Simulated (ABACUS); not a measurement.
# GaAs (F-43m) in ABACUS: a series of runs, part 2 of 2

ABACUS 3.10.1.

### Step 3. Equation of state, OLYP, 21.23 Å³/atom (volume scaled by 0.94)

run_abacus.py reads:

```python
"""ABACUS run from a structure file: ASE reads it, the script writes STRU, KPT and INPUT."""
import re
import subprocess
from ase.io import read
from ase.units import Bohr

atoms = read("GaAs.cif")
atoms = atoms[(-atoms.numbers).argsort(kind="stable")]  # ABACUS lists atoms element by element
pseudo = {'As': 'As.upf', 'Ga': 'Ga.upf'}
orbital = {}
magmoms = None
kmesh = [6, 6, 6]
params = {
    'suffix': 'GaAs',
    'calculation': 'scf',
    'basis_type': 'pw',
    'pseudo_dir': './',
    'symmetry': 1,
    'dft_functional': 'GGA_X_OPTX+GGA_C_LYP',
    'ecutwfc': 84,
    'pseudo_rcut': 10,
    'nspin': 1,
    'nbands': 18,
    'ks_solver': 'dav',
    'smearing_method': 'fd',
    'smearing_sigma': 0.00367493,
    'scf_thr': 1e-08,
    'scf_nmax': 100,
    'mixing_type': 'broyden',
    'mixing_beta': 0.7,
    'cal_force': 1,
    'cal_stress': 1,
    'kpar': 4,
}

symbols = atoms.get_chemical_symbols()
elements = list(dict.fromkeys(symbols))
lines = ["ATOMIC_SPECIES"] + [f"{e} {atoms.get_masses()[symbols.index(e)]:.4f} {pseudo[e]}" for e in elements]
if orbital:
    lines += ["", "NUMERICAL_ORBITAL"] + [orbital[e] for e in elements]
lines += ["", "LATTICE_CONSTANT", f"{1 / Bohr:.10f}", "", "LATTICE_VECTORS"]
lines += [" ".join(f"{x:.10f}" for x in v) for v in atoms.cell]
lines += ["", "ATOMIC_POSITIONS", "Direct"]
for e in elements:
    lines += ["", e, "0.0", str(symbols.count(e))]
    for i, p in enumerate(atoms.get_scaled_positions(wrap=False)):
        if symbols[i] == e:
            mag = "" if magmoms is None else " mag " + " ".join(str(x) for x in (magmoms[i] if isinstance(magmoms[i], list) else [magmoms[i]]))
            lines.append(" ".join(f"{x:.10f}" for x in p) + " 1 1 1" + mag)
open("STRU", "w").write("\n".join(lines) + "\n")
open("KPT", "w").write("K_POINTS\n0\nGamma\n%d %d %d 0 0 0\n" % tuple(kmesh))
open("INPUT", "w").write("INPUT_PARAMETERS\n" + "".join(f"{k:<20s}{v}\n" for k, v in params.items()))

done = subprocess.run(['mpirun', '-np', '4', 'abacus'])
if done.returncode:
    raise SystemExit(done.returncode)
log = open("OUT.GaAs/running_scf.log").read()
print("final energy (eV):", re.findall(r"FINAL_ETOT_IS (\S+)", log))
```

GaAs.cif reads:

```cif
data_GaAs
_cell_length_a 3.91615957
_cell_length_b 3.91615957
_cell_length_c 3.91615957
_cell_angle_alpha 60.00000000
_cell_angle_beta 60.00000000
_cell_angle_gamma 60.00000000
_space_group_name_H-M_alt 'P1'
_space_group_name_Hall 'P 1'
_space_group_IT_number 1
loop_
_space_group_symop_operation_xyz
'x,y,z'
loop_
_atom_site_label
_atom_site_type_symbol
_atom_site_symmetry_multiplicity
_atom_site_Wyckoff_symbol
_atom_site_fract_x
_atom_site_fract_y
_atom_site_fract_z
_atom_site_occupancy
As1 As 1 a 0.7500000000 0.7500000000 0.7500000000 1
Ga1 Ga 1 a 0.0000000000 0.0000000000 0.0000000000 1
```

Potentials or basis: PseudoDojo NC SR 0.4.1 PBE standard, plane waves.

Launch:

```console
$ OMP_NUM_THREADS=1 python run_abacus.py > log
```

running log:

```text
ABACUS v3.10.1

               Atomic-orbital Based Ab-initio Computation at UStc

 ------------------------------------------------------------------------------------

 READING GENERAL INFORMATION
                           global_out_dir = OUT.GaAs/
                           global_in_card = INPUT
                               pseudo_dir = ./
                              orbital_dir =
                                    DSIZE = 4
                                    GSIZE = 1

 READING UNITCELL INFORMATION
                                    ntype = 2
                  lattice constant (Bohr) = 1.88973
              lattice constant (Angstrom) = 1

 READING ATOM TYPE 1
                               atom label = As
                      L=0, number of zeta = 1
                      L=1, number of zeta = 1
                      L=2, number of zeta = 1
             number of atom for this type = 1

 READING ATOM TYPE 2
                               atom label = Ga
                      L=0, number of zeta = 1
                      L=1, number of zeta = 1
                      L=2, number of zeta = 1
             number of atom for this type = 1

                        TOTAL ATOM NUMBER = 2
DIRECT COORDINATES
    atom                   x                   y                   z     mag                  vx                  vy                  vz
taud_As1            0.7500000000        0.7500000000        0.7500000000  0.0000        0.0000000000        0.0000000000        0.0000000000
taud_Ga1            0.0000000000        0.0000000000        0.0000000000  0.0000        0.0000000000        0.0000000000        0.0000000000

                          Volume (Bohr^3) = 286.591
                             Volume (A^3) = 42.4684

 Lattice vectors: (Cartesian coordinate: in unit of a_0)
             +3.91616                  +0                  +0
             +1.95808            +3.39149                  +0
             +1.95808             +1.1305            +3.19753
 Reciprocal vectors: (Cartesian coordinate: in unit of 2 pi/a_0)
            +0.255352           -0.147428           -0.104247
                   -0           +0.294855           -0.104247
                   +0                  -0           +0.312741
 The esolver type has been set to : ksdft_pw

                PAO radial cut off (Bohr) = 10

 Read in pseudopotential file is As.upf
                     pseudopotential type = NC
          exchange-correlation functional = PBE
                 nonlocal core correction = 1
                        valence electrons = 15
                                     lmax = 2
                           number of zeta = 3
                     number of projectors = 6
                           L of projector = 0
                           L of projector = 0
                           L of projector = 1
                           L of projector = 1
                           L of projector = 2
                           L of projector = 2
 XC functional updated to : GGA_X_OPTX+GGA_C_LYP
          exchange-correlation functional = GGA_X_OPTX+GGA_C_LYP
                PAO radial cut off (Bohr) = 10

 Read in pseudopotential file is Ga.upf
                     pseudopotential type = NC
          exchange-correlation functional = PBE
                 nonlocal core correction = 1
                        valence electrons = 13
                                     lmax = 2
                           number of zeta = 3
                     number of projectors = 6
                           L of projector = 0
                           L of projector = 0
                           L of projector = 1
                           L of projector = 1
                           L of projector = 2
                           L of projector = 2
 XC functional updated to : GGA_X_OPTX+GGA_C_LYP
          exchange-correlation functional = GGA_X_OPTX+GGA_C_LYP
     initial pseudo atomic orbital number = 18

 SETUP THE ELECTRONS NUMBER
            electron number of element As = 15
      total electron number of element As = 15
            electron number of element Ga = 13
[... 110 lines left out ...]
       6  0.33333333  0.33333333  0.16666667  0.1111       8
[... 8 lines left out ...]
      15  0.50000000  0.33333333 -0.33333333  0.1111      52
      16  0.50000000  0.33333333 -0.16666667  0.0556      58

                               nkstot now = 16
[... K-POINTS DIRECT COORDINATES: 16 rows ...]

           k-point number in this process = 4
       minimum distributed K point number = 4
[... stars of the k points ...]

[... K-POINTS CARTESIAN COORDINATES: 4 rows ...]

[... K-POINTS DIRECT COORDINATES: 4 rows ...]

 SETUP PLANE WAVES FOR WAVE FUNCTIONS
     energy cutoff for wavefunc (unit:Ry) = 84
              fft grid for wave functions = [ 45, 45, 45 ]
                    number of plane waves = 4477
                         number of sticks = 361

 PARALLEL PW FOR WAVE FUNCTIONS
     PROC   COLUMNS(POT)             PW
        1            361           4477
 --------------- sum -------------------
        1            361           4477

 SETUP NONLOCAL PSEUDOPOTENTIALS IN PLANE WAVE BASIS
 As non-local projectors:
 projector 1 L=0
 projector 2 L=0
 projector 3 L=1
 projector 4 L=1
 projector 5 L=2
 projector 6 L=2
 Ga non-local projectors:
 projector 1 L=0
 projector 2 L=0
 projector 3 L=1
 projector 4 L=1
 projector 5 L=2
 projector 6 L=2
      TOTAL NUMBER OF NONLOCAL PROJECTORS = 36

 Init Non-Local PseudoPotential table :
 Init Non-Local-Pseudopotential done.

                                     npwx = 3750

 Make real space PAO into reciprocal space.
       max mesh points in Pseudopotential = 1001
     dq(describe PAO in reciprocal space) = 0.01
                                    max q = 1104

 number of pseudo atomic orbitals for As is 3
WARNING: norm of atomic wavefunction # 3 of atomic type As is 0.99996, renormalized

 number of pseudo atomic orbitals for Ga is 3
WARNING: norm of atomic wavefunction # 2 of atomic type Ga is 0.999997, renormalized
WARNING: norm of atomic wavefunction # 3 of atomic type Ga is 0.998668, renormalized

 -------------------------------------------
 SELF-CONSISTENT
 -------------------------------------------
                                 init_chg = atomic

 PW ALGORITHM --------------- ION=   1  ELEC=   1--------------------------------
 Notice: Threshold on eigenvalues was too large.
 hsover_error=0.28 > DRHO=0.0492571
 Origin diag ethr = 0.01
 New diag ethr = 0.000175918

 Density error is 0.0501763502561
                          Error Threshold = 0.000175918142551
----------------------------------------------------------
     Energy           Rydberg                 eV
----------------------------------------------------------
 E_KohnSham     -366.6839712073      -4988.9913736871
 E_Harris       -365.3355993771      -4970.6458337738
 E_Fermi        0.7444932162         10.1293498630
----------------------------------------------------------
[... 63 lines left out ...]
 Density error is 3.04736046575e-09
                          Error Threshold = 3.03850518065e-10
----------------------------------------------------------
     Energy           Rydberg                 eV
----------------------------------------------------------
 E_KohnSham     -366.6920767345      -4989.1016550422
 E_KS(sigma->0) -366.6920767329      -4989.1016550206
 E_Harris       -366.6919432779      -4989.0998392728
 E_band         -20.3560554027       -276.9583422802
 E_one_elec     -185.8863327903      -2529.1133062721
 E_Hartree      112.9760181962       1537.1175848194
 E_xc           -91.2953935338       -1242.1375532121
 E_Ewald        -202.4863686034      -2754.9683803342
 E_entropy(-TS) -0.0000000032        -0.0000000433
 E_descf        0.0000000000         0.0000000000
 E_exx          0.0000000000         0.0000000000
 E_Fermi        0.7825550556         10.6472077553
----------------------------------------------------------

 charge density convergence is achieved
 final etot is -4989.101655 eV
 EFERMI = 10.647207755 eV

 STATE ENERGY(eV) AND OCCUPATIONS    NSPIN == 1
 1/4 kpoint (Cartesian) = 0.0000 0.0000 0.0000 (3719 pws)
       1       -25.9830     0.00925926
       2       -25.9830     0.00925926
       3       -25.9830     0.00925926
       4       -25.9715     0.00925926
       5       -25.9715     0.00925926
       6       -5.37844     0.00925926
[... 59 lines left out ...]
       6       -5.45952      0.0370370
[... 10 lines left out ...]
      17        14.6987    2.38667e-37
      18        18.2980    1.30107e-68

------------------------------------------------------------------------------------------
 TOTAL-FORCE (eV/Angstrom)
------------------------------------------------------------------------------------------
                       As1         0.0000000000         0.0000000000         0.0000000000
                       Ga1         0.0000000000         0.0000000000         0.0000000000
------------------------------------------------------------------------------------------

----------------------------------------------------------------
 TOTAL-STRESS (KBAR)
----------------------------------------------------------------
       109.6093550660        -0.0000000000        -0.0000000000
        -0.0000000000       109.6093550656        -0.0000000011
        -0.0000000000        -0.0000000011       109.6093550641
----------------------------------------------------------------
 TOTAL-PRESSURE: 109.609355 KBAR

 --------------------------------------------
 !FINAL_ETOT_IS -4989.1016550422064029 eV
 --------------------------------------------
```

Run time: 5.3 s. Hardware: 4 MPI ranks of Intel Xeon Platinum 8488C (Sapphire Rapids), shared host; peak memory 0.36 GiB.

Results:

* Free energy: -4989.1017 eV
* Pressure: 11.0 GPa
* Band gap on the k mesh: 1.34 eV, direct

Caveat: the potentials were made for another functional, which shifts forces and pressure.

### Step 4. Equation of state, OLYP, 22.14 Å³/atom (volume scaled by 0.98)

run_abacus.py is that of step 3.

GaAs.cif, as its differences from that of step 3:

```diff
@@ -1,5 +1,5 @@
 data_GaAs
-_cell_length_a 3.91615957
-_cell_length_b 3.91615957
-_cell_length_c 3.91615957
+_cell_length_a 3.97093813
+_cell_length_b 3.97093813
+_cell_length_c 3.97093813
 _cell_angle_alpha 60.00000000
```

Launch:

```console
$ OMP_NUM_THREADS=1 python run_abacus.py > log
```

Wall time 5.3 s (4 MPI ranks of Intel Xeon Platinum 8488C (Sapphire Rapids), shared host); peak memory 0.36 GiB.

The run converged. Its results:

```
Free energy            : -4989.2026 eV
Pressure               : 7.0 GPa
Band gap on the k mesh : 1.02 eV, direct
```

Caveat: the potentials were made for another functional, which shifts forces and pressure.

### Step 5. Equation of state, OLYP, 23.04 Å³/atom (volume scaled by 1.02)

run_abacus.py is that of step 4.

GaAs.cif, as its differences from that of step 4:

```diff
@@ -1,5 +1,5 @@
 data_GaAs
-_cell_length_a 3.97093813
-_cell_length_b 3.97093813
-_cell_length_c 3.97093813
+_cell_length_a 4.02424568
+_cell_length_b 4.02424568
+_cell_length_c 4.02424568
 _cell_angle_alpha 60.00000000
```

Launch:

```console
$ OMP_NUM_THREADS=1 python run_abacus.py > log
```

Run time: 5.4 s. Hardware: 4 MPI ranks of Intel Xeon Platinum 8488C (Sapphire Rapids), shared host; peak memory 0.36 GiB.

Results (log left out):

```yaml
Free_energy: -4989.2636 eV
Pressure: 3.9 GPa
Band_gap_on_the_k_mesh: 0.72 eV, direct
```

Caveat: the potentials were made for another functional, which shifts forces and pressure.

### Step 6. Equation of state, OLYP, 23.94 Å³/atom (volume scaled by 1.06)

run_abacus.py is that of step 5.

GaAs.cif, as its differences from that of step 5:

```diff
@@ -1,5 +1,5 @@
 data_GaAs
-_cell_length_a 4.02424568
-_cell_length_b 4.02424568
-_cell_length_c 4.02424568
+_cell_length_a 4.07617715
+_cell_length_b 4.07617715
+_cell_length_c 4.07617715
 _cell_angle_alpha 60.00000000
```

Potentials or basis: PseudoDojo NC SR 0.4.1 PBE standard, plane waves.

Launch:

```console
$ OMP_NUM_THREADS=1 python run_abacus.py > log
```

Wall time 5.5 s (4 MPI ranks of Intel Xeon Platinum 8488C (Sapphire Rapids), shared host); peak memory 0.36 GiB.

It converged, with:

```
Free energy            : -4989.2923 eV
Pressure               : 1.3 GPa
Band gap on the k mesh : 0.43 eV, direct
```

Caveat: the potentials were made for another functional, which shifts forces and pressure.

### Step 7. Equation of state, OLYP

No new run: the results of the series are fitted here.

Results:

```
Equilibrium volume : 24.48 Å³/atom (rough: see the caveat)
Bulk modulus       : 56 GPa (rough)
```

Energy against volume, from the lowest point:
| volume (Å³/atom) | energy (meV/atom) |
| --- | --- |
| 21.234 | 95.33 |
| 22.138 | 44.85 |
| 23.041 | 14.34 |
| 23.945 | 0.00 |

Caveat: the minimum lies outside the volumes run; the potentials were made for another functional, which shifts forces and pressure.

### Step 8. Against experiment

Step 2. Against the measured gap of GaAs, 1.412 eV (direct; 300 K; “Evidence of valence band perturbations in GaAsN/GaAs(001): A combined variable-angle spectroscopic ellipsometry and modulated photoreflectance investigation”, 2008, arxiv:0805.2212), the calculated 0.87 eV is off by -0.55 eV. 3 values of this kind are on record (1.412 to 1.51 eV); this one was drawn at random among those near their median, those with a stated uncertainty first. Spin-orbit coupling on As, Ga is left out. The value is that of OLYP, without temperature or zero-point motion.
